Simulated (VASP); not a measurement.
Here is a VASP 6.6.1 calculation.

The input POSCAR:

```
TiO2
1.0
    2.7060340000     -2.7066550000      0.0000000000
    2.7060340000      2.7066550000      0.0000000000
   -2.6335310000      0.0000000000      4.7966370000
Ti O
2 4
Direct
    0.8658900000      0.1341100000      0.7500000000
    0.1341100000      0.8658900000      0.2500000000
    0.0887550000      0.3312210000      0.1671490000
    0.9112450000      0.6687790000      0.8328510000
    0.6687790000      0.9112450000      0.3328510000
    0.3312210000      0.0887550000      0.6671490000
```

Contents of INCAR.step1:

```
PREC = Accurate
ENCUT = 500
EDIFF = 1E-8
ISMEAR = 0
SIGMA = 0.01
LREAL = False
LASPH = True
NELM = 80
ALGO = Normal
LWAVE = True
LCHARG = False
GGA = CA
KPAR = 4
```

Contents of INCAR.step2:

```
PREC = Accurate
ENCUT = 500
EDIFF = 1E-8
ISMEAR = 0
SIGMA = 0.01
LREAL = False
LASPH = True
NELM = 1
ALGO = Exact
LWAVE = True
LCHARG = False
GGA = CA
NBANDS = 317
LOPTICS = True
ISTART = 1
KPAR = 4
```

The input INCAR.step3:

```
PREC = Accurate
ENCUT = 500
EDIFF = 1E-8
ISMEAR = 0
SIGMA = 0.01
LREAL = False
LASPH = True
ALGO = EVGW0
LWAVE = False
LCHARG = False
GGA = CA
NELMGW = 4
NBANDS = 317
ENCUTGW = 150
NOMEGA = 50
PRECFOCK = Fast
ISTART = 1
NBANDSGW = 32
KPAR = 4
```

KPOINTS

```
regular mesh
0
Gamma
  4 4 2
```

Potentials or basis: VASP PAW LDA potentials, release 64 (Ti_sv_GW, O_GW).

The run is started by

```sh
$ cat potpaw_LDA.64/Ti_sv_GW/POTCAR potpaw_LDA.64/O_GW/POTCAR > POTCAR
$ cp INCAR.step1 INCAR
$ mpirun -np 4 vasp_std > vasp.out
$ cp INCAR.step2 INCAR
$ mpirun -np 4 vasp_std > vasp.out
$ cp INCAR.step3 INCAR
$ mpirun -np 4 vasp_std > vasp.out
```

Task: Estimate the quasiparticle gap.

Result: 4.21 eV.

Task: Estimate the least direct quasiparticle gap.

Result: 4.70 eV.

Task: What does it give for the band gap on the k mesh, mean-field level?

Result: 1.96 eV, indirect (least direct gap 2.40 eV).

Quasiparticle gap after each update of the energies (eV): 3.71, 4.09, 4.18, 4.21

Caveat: the k mesh is coarse (spacing up to 0.65 Å⁻¹), so the values aren't converged; bands, screening cutoff and mesh are small and nothing is extrapolated, so the quasiparticle values aren't converged. A k mesh can miss the band edges.
